**Question**

Tin telluride is to be relaxed in the cubic rocksalt structure. Five gradient functionals are on offer, each with the D3(BJ) dispersion correction, a pairwise attraction added to the energy. The table gives the equilibrium volume per atom $V$, its change relative to the cell that was put in, and the bulk modulus $B$.

Plane-wave PAW DFT with D3(BJ) dispersion in GPAW 26.7.0 for rocksalt SnTe, without spin polarisation or spin–orbit coupling; 600 eV cutoff, 6 × 6 × 6 k mesh, Fermi–Dirac smearing of 0.05 eV. Equilibrium volumes and bulk moduli come from fits to the energies at seven volumes, 0.94 to 1.06 times that of the given cell (31.28 Å³/atom).

| functional | potentials | equilibrium volume (Å³/atom) | equilibrium volume change (% of the given cell) | bulk modulus (GPa) |
| --- | --- | --- | --- | --- |
| PBE | GPAW-PAW-data-sets-(gpaw-data-1.2.1) | 31.21 | -0.240 | 45.40 |
| PBEsol | PAW-data-sets-made-by gpaw-setup-for-the-functional | 29.63 | -5.270 | 55.20 |
| revPBE | GPAW-PAW-data-sets-(gpaw-data-1.2.1) | 30.63 | -2.080 | 47.70 |
| BLYP | PAW-data-sets-made-by gpaw-setup-for-the-functional | 31.88 | 1.930 | 41.80 |
| PW91 | PAW-data-sets-made-by gpaw-setup-for-the-functional | 31.73 | 1.450 | 43.30 |

The same runs list the D3 energy at every volume of the scan. For PBE it is −0.818 eV per two-atom cell at 0.98 of the given volume and −0.785 eV at 1.02.

(a) Estimate how far D3 contracts the PBE crystal.

(b) revPBE is known to favour larger cells than PBE, and PW91 is almost a twin of PBE. Explain why the table seems to contradict both statements.

(c) Advise which level to use for the lattice, the stiffness and the band gap, and say what the choice costs.

**Model answer**

*(a) The pull of the dispersion term.* Think of a spring with a weight hung on it. The functional alone sets the spring's natural length and its stiffness, and D3 is the weight. Here the weight shortens the spring instead of stretching it, because attraction between atoms pulls the crystal together.

The D3 energy becomes less negative as the cell grows, so its slope acts as an inward pressure $p$. Between the two volumes quoted, the cell of two atoms grows by 4 % of 62.56 Å³, which is 2.50 Å³. With 1 eV/Å³ = 160.2 GPa,

$$p \approx \frac{0.818-0.785}{2.50}\times 160.2\ \text{GPa} \approx 2.1\ \text{GPa}.$$

For a small pressure the relative change of volume is $p/B$. This gives

$$\Delta V \approx V\,\frac{p}{B} \approx 31.2\times\frac{2.1}{45.4} \approx 1.5\ \text{Å}^3\ \text{per atom},$$

or nearly 5 % of the volume. For a correction often thought of as a finishing touch, that is a large effect.

The estimate can be compared with a direct result. For a given functional and given elements, D3 depends only on where the atoms sit, and in rocksalt the volume fixes every position. Subtracting the D3 energy from the total energy therefore leaves exactly the curve of the functional alone. A parabola through three neighbouring points of that curve puts the PBE minimum at 32.75 Å³ per atom, so the direct contraction is also about 1.5 Å³.

*(b) Why the order looks wrong.* Take the twins first. With D3, PW91 gives a cell 0.52 Å³ per atom larger than PBE. Without it, the minima lie at 32.71 and 32.75 Å³, which is practically the same place. The two functionals agree, and the difference in the table comes from the weights hung on them: the D3 pull is 1.3 GPa for PW91 and 2.1 GPa for PBE.

revPBE shows the same effect more strongly. Its D3 pull is 4.0 GPa, nearly twice that of PBE. Once the term is removed, the revPBE minimum moves beyond the largest volume of the scan, 33.16 Å³ per atom, and so beyond that of PBE. The functional does favour the larger cell, and its heavier weight reverses the order.

The order of the bare functionals has a known cause, which theory supplies and the table does not test. A gradient functional lowers the exchange energy where the density varies rapidly. Expanding a crystal creates more such regions between the atoms, so a functional that rewards them strongly prefers a larger cell. PBEsol rewards them less than PBE does, while revPBE and the exchange part of BLYP reward them more.

The size of the D3 term follows from how it is made. Its short-range damping and the weight of one of its terms are adjusted separately for each functional, mainly on weakly bound molecules. Functionals that bind such molecules too weakly receive a stronger correction, as revPBE and BLYP do here. In SnTe the correction also acts between neighbours only 3.15 Å apart, whose bonds the functional already describes, and an adjustment made on molecules has no reason to be right there.

*(c) Lattice.* PBEsol is the row to avoid. Without D3 it gives a cube edge of 6.276 Å, close to the 6.302 Å of the given cell. D3 pulls on it with 2.0 GPa, almost as hard as on PBE, although the functional is already compact, and the edge shrinks to 6.189 Å. For PBE the correction brings the edge closer to the given cell, from 6.399 Å to 6.297 Å. This may well be a cancellation of errors: PBE alone tends to make solids too large, and the pull of D3 happens to offset that.

This verdict needs a reference, and the given cell is not stated to be a measured one. A roughly recalled measured edge is 6.3 Å at room temperature. The computed cells also lack thermal expansion and zero-point motion, which would enlarge them slightly. That is enough to fault an edge short by 0.11 Å, but not to rank the other four rows, which all lie within about 0.04 Å of the given cell.

For a first structural model, an edge good to 1 % will do, and PBE, revPBE, BLYP and PW91 with D3 all come that close to the given cell. Matching a film to a substrate may call for a few tenths of a percent, and there the choice matters. The twins show how much: changing little more than the D3 term moves the volume by 1.7 %, or the edge by nearly 0.6 %. The close agreement of PBE with the given cell should not be read as accuracy finer than that.

*Stiffness.* The bulk modulus falls steadily from the most compact row to the most expanded one, and PBEsol comes out 22 % stiffer than PBE. The volume more than accounts for this, because a compressed crystal resists further compression more strongly. Evaluated at the given volume for every functional, from the pressures of the scan, the moduli spread over 6 GPa instead of 13 GPa. The order of the rows is then reversed, and PBEsol changes from the stiffest to the softest.

An engineer who needs the modulus to 10 % should therefore settle the volume first. The choice of functional still matters after that, since the remaining 6 GPa are more than 10 % of the modulus. The PBEsol value deserves extra caution, since only one volume of the scan lies below its minimum and the curve is less well pinned there.

*Band gap.* The gap found on the k mesh is even more sensitive. In PBE it shrinks by about 0.03 eV for each percent of expansion around the given volume. The step from the PBEsol volume to the PBE volume is thus worth some 0.15 eV, more than the whole PBE mesh gap of 0.11 eV at the given cell. In one and the same cell, the two functionals differ by only about 0.04 eV.

None of these gaps should be used as a physical value. In four rows the gap closes, or nearly so, and reopens along the scan. In PBEsol it is down to 0.014 eV at the largest volume, and the even steps before that suggest that it too has just passed its closing point. The likely reason is the known inversion of the band edges in SnTe, but the outputs do not give the character of the bands. Spin–orbit coupling is left out, although it matters for elements as heavy as tin and tellurium, and the mesh may miss the band edge itself.

*Cost.* The five levels should need similar work, since all are gradient functionals with the same cutoff and mesh. D3 is a sum over atoms that adds little to a self-consistent calculation. The gap still lacks a search for the band edges between the mesh points, and it lacks spin–orbit coupling. Added once to the finished bands, the coupling should cost little and is often enough. Treated self-consistently, it doubles the size of the matrices, which by cubic scaling can make their diagonalisation up to eight times as expensive, so that step is best kept for one well-chosen cell. Either way, the gap of a gradient functional remains a rough one.

**Remarks on the reasoning**

*How far the spring carries.* The rule $Vp/B$ was not adjusted to the contractions it estimates. It comes close for PBE and PW91 but gives 1.07 Å³ for PBEsol, where direct subtraction gives 1.27 Å³. A real spring under a fixed weight is simpler than this crystal in two ways: the D3 pull strengthens as the cell shrinks, and the crystal softens as it expands. PBEsol suffers from both: its pull was taken at the given volume, well above its own minimum, and its modulus at that minimum, where the crystal is stiffer than at the larger volumes it would reach without D3.

For revPBE and BLYP the rule suggests contractions of roughly 3 and 4 Å³ per atom. These are only orders of size, because the bare minima lie outside the scan and the shifts are too large for a first-order estimate. The direction is safe; a bare volume for either row would need a wider scan.

The rule also shows what to look for in a neighbouring compound. The same pull moves a soft crystal further than a stiff one, so the modulus and the slope of the D3 energy together tell whether the correction deserves attention. The D3 energy alone does not, because a large energy that hardly changes with volume exerts hardly any pull.

*Why the twins matter.* A candidate who attributes every difference between rows to the functional named in the first column will explain PBE and PW91 wrongly. Their agreement after subtraction is the best control in the data, because two functionals built to be alike ought to agree. It also supports reading the D3 energies as values per two-atom cell, the reading used throughout. The atomic data sets of these two rows differ in origin; that effect was not tested separately, though the agreement leaves little sign of it here.

*What earns full marks.* A good answer treats the functional and its dispersion term as one choice. It also sees that stiffness and gap inherit the error of the volume. A candidate who recommends PBEsol for its good name with solids is right about the functional alone and wrong about the row in the table.

The practical rule for SnTe is to find the minimum with and without D3 before accepting either. For the lattice, the given cell speaks for keeping the term with PBE and leaving it out with PBEsol. Compare moduli or gaps only after every functional has been given the same cell.
